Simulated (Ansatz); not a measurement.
**Elastic constants of CsBr at 1.5 GPa (stress–strain coefficients): input and output**

These are results of DFT PBEsol, scalar-relativistic, plane waves, PAW (Ansatz), not measurements.

Launched with:
```bash
ansatz run input.yaml --threads 1 --pin off --max-ram 1228MiB --backend cpu --events-out ev --progress --plain --runs-dir out
```

Input (bare energies are in eV):
```yaml
crystal:
  lattice:
    - [4.1348, 0.0, 0.0]
    - [0.0, 4.1348, 0.0]
    - [0.0, 0.0, 4.1348]
  atoms:
    - { symbol: Cs, position: [0.0, 0.0, 0.0] }
    - { symbol: Br, position: [0.5, 0.5, 0.5] }
basis:
  ecutwfc: 420
kpoints:
  mp_grid: { grid: [6, 6, 6] }
hamiltonian:
  xc: pbesol
scf:
  occupations: { method: fixed }
output:
  forces: true
  stress: true
  eigenvalues: true
elastic:
  mode: relaxed_ion
  stencil: two_point
```

From the output:
```
--- Elastic constants: 2 strain directions × 2 members + reference (group order 48) ---
  dense FFT box of the reference and of every strained cell: 30×30×30
  strains applied: 11, 23; error gains: componentwise 1.00 (the most a stress slope's error grows in a printed constant), spectral 1.73 (1 for all six strains in a standard setting)
  C = ∂σ_k/∂η_j (tension-positive GPa; Voigt order 11 22 33 23 13 12):
        39.354     15.290     15.290     -0.000     -0.000     -0.000
        15.290     39.354     15.290     -0.000     -0.000     -0.000
        15.290     15.290     39.354     -0.000     -0.000     -0.000
        -0.000     -0.000     -0.000     13.688      0.000      0.000
         0.000      0.000     -0.000      0.000     13.688      0.000
        -0.000     -0.000      0.000      0.000      0.000     13.688
  reference stress σ⁰ (GPa):     -1.490     -1.490     -1.490     -0.000     -0.000      0.000
  C* (energy form; C + prestress term) asymmetry max|C*_kj − C*_jk| = 7.105e-15 GPa — a small one proves nothing (zero by symmetry where the batch's group is 432, −43m or m−3m); a large one is finite-difference/SCF noise where every solve ...
  moduli (Voigt/Reuss/Hill, GPa): K = 23.31/23.31/23.31   G = 13.03/12.97/13.00   E = 32.89   ν = 0.265
  mechanically stable: yes (min eigenvalue of sym C = 13.69 GPa)
  strain η (Voigt 11):  stress-route row diagonal C_11 = 39.35 GPa, energy-path curvature d²(F+E_count+ΔE)/dδ²/Ω₀ = 39.36 GPa
         δ    σ_11 (GPa) F (eV) n_scf n_hpsi n_pw
    -2.000e-3      -1.5693       -8325.8055115       7    9626   1406   relax 0 steps, max|allowed force component| 1.77e-30 eV/Å
     2.000e-3      -1.4119       -8325.8081413       5    8341   1409   relax 0 steps, max|allowed force component| 1.97e-31 eV/Å
  strain η (Voigt 23):  stress-route row diagonal C_44 = 13.69 GPa, energy-path curvature d²(F+E_count+ΔE)/dδ²/Ω₀ = 14.43 GPa
         δ    σ_23 (GPa) F (eV) n_scf n_hpsi n_pw
    -2.000e-3      -0.0274       -8325.8068486       7   13576   1407   relax 0 steps, max|allowed force component| 1.97e-31 eV/Å
     2.000e-3       0.0274       -8325.8068486       6   11179   1407   relax 0 steps, max|allowed force component| 1.97e-31 eV/Å
```

Time: 18 s on 1 thread of Intel(R) Xeon(R) Platinum 8259CL CPU @ 2.50GHz (Skylake/Cascade Lake) (shared host), peak memory 0.42 GiB.

The cell is the ideal cubic caesium chloride prototype.